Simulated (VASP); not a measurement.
**CoO: equation of state with PBE**

Crystal: CoO.

```
Co O
1.0
     3.08113    0.00000    0.00000
     0.00000    4.20139    0.00000
    -2.87771    0.00000    3.07857
Co O
2 2
Direct
  0.00000 0.25195 0.25000
  0.00000 0.74805 0.75000
  0.00000 0.24939 0.75000
  0.00000 0.75061 0.25000
```

The cell is a database's computed one.

```yaml
Program: VASP 6.6.1
Task: equation of state
Functional: PBE
Potentials_or_basis: VASP PAW PBE potentials, release 64 (Co, O)
Cutoff: 520 eV
k_mesh: 12 × 6 × 9
Occupations: fermi-dirac, width 0.05 eV
Spin: collinear spin, ferromagnetic start
Starting_moments: "[2.0, 2.0, 0.0, 0.0] μB"
Further_INCAR_settings: ALGO = Normal; EDIFF = 1e-07; NBANDS = 27
```

```
Equilibrium volume                        : 9.61 Å³/atom
Bulk modulus at fixed shape and positions : 167 GPa
Pressure derivative of the bulk modulus   : 3.0 (rough: it moves with the points fitted)
```

Energy against volume, from the lowest point:
| volume (Å³/atom) | energy (meV/atom) |
| --- | --- |
| 9.365 | 3.25 |
| 9.565 | 0.00 |
| 9.764 | 1.06 |
| 9.963 | 6.19 |
| 10.162 | 15.13 |
| 10.362 | 27.50 |
| 10.561 | 42.94 |

All runs of the series together: 48 min on 1 thread of Intel(R) Xeon(R) Platinum 8488C (Sapphire Rapids), with other jobs on the host.

Caveat: the fit is doubtful: noisy points or a state that changes with volume; the cell was scaled at fixed shape and fractional positions, which overstates the stiffness of a crystal with free parameters, most of all of layers and chains.
